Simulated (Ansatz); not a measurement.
# Si: the cost of one run

Method: DFT PBE, scalar-relativistic, plane waves, PAW, in Ansatz 0.2.0.

1 further run of the same task is left out (set aside as unsound or not needed).

## 1. The starting structure

It takes space group C2 (No. 5, monoclinic). Conventional cell: a = 5.796 Å, b = 9.534 Å, c = 3.759 Å, α = 90.00°, β = 110.91°, γ = 90.00°. Si (site symmetry 1) has 4 Si at 2.33 to 2.39 Å as nearest neighbours. Si (site symmetry 2) has 4 Si at 2.34 to 2.37 Å as nearest neighbours. Si (site symmetry 2) is surrounded by 4 Si at 2.34 to 2.39 Å.

Structure file:

```
CELL_PARAMETERS angstrom
2.89790 -4.76721 0.00346
2.89790 4.76721 0.00346
-1.34577 0.00000 3.50967
ATOMIC_POSITIONS crystal
Si 0.82365 0.44098 0.81756
Si 0.05615 0.94385 0.00000
Si 0.55902 0.17635 0.18244
Si 0.91027 0.08973 0.50000
```

It is the end of an earlier relaxation with the same method, from a generated guess; it is a trial structure. At a tolerance of 0.02 Å it has space group C2 (No. 5); it has 24.25 Å³/atom, an uncorrected energy of +0.41 eV/atom over the standard state.

## 2. Electronic structure at the relaxed geometry

The input, input.yaml:

```yaml
crystal:
  lattice:
    - [2.8978977773, -4.7672097799, 0.0034567572]
    - [2.8978977773, 4.7672097799, 0.0034567572]
    - [-1.3457711482, 0.0, 3.5096712598]
  atoms:
    - { symbol: Si, position: [0.8236547583, 0.4409786557, 0.8175631531] }
    - { symbol: Si, position: [0.0561534063, 0.9438465937, 0.0] }
    - { symbol: Si, position: [0.5590213443, 0.1763452417, 0.1824368469] }
    - { symbol: Si, position: [0.9102655711, 0.0897344289, 0.5] }
basis:
  ecutwfc: 420
kpoints:
  mp_grid: { grid: [8, 8, 10] }
  band_path:
    path:
      - [[0.0, 0.0, 0.0], [-0.5, 0.5, 0.0], [-0.5, 0.5, 0.5], [0.0, 0.0, 0.5], [0.0, 0.0, 0.0]]
      - [[-0.5, 0.0, 0.5], [0.0, 0.0, 0.0], [-0.5, 0.0, 0.0]]
    npoints: 14
hamiltonian:
  xc: pbe
scf:
  occupations: { method: gaussian, width: 0.02 }
  n_extra_bands: 10
output:
  forces: true
  stress: true
  eigenvalues: true
  populations: true
  dos: { projected: true, de: 0.02, nscf_kmesh: { grid: [10, 10, 12] } }
  bader: true
  write_density: true
  write_potential: true
  elf: true
  volumetric_format: npy
```

The run is started by

```bash
$ ansatz run input.yaml --threads 1 --pin off --max-ram 2560MiB --backend cpu --events-out ev --progress --plain --runs-dir out
```

Q: Estimate wall time and peak memory on 1 thread of Arm Neoverse V2, shared host.

About 2 min, with a peak of 0.7 GiB.
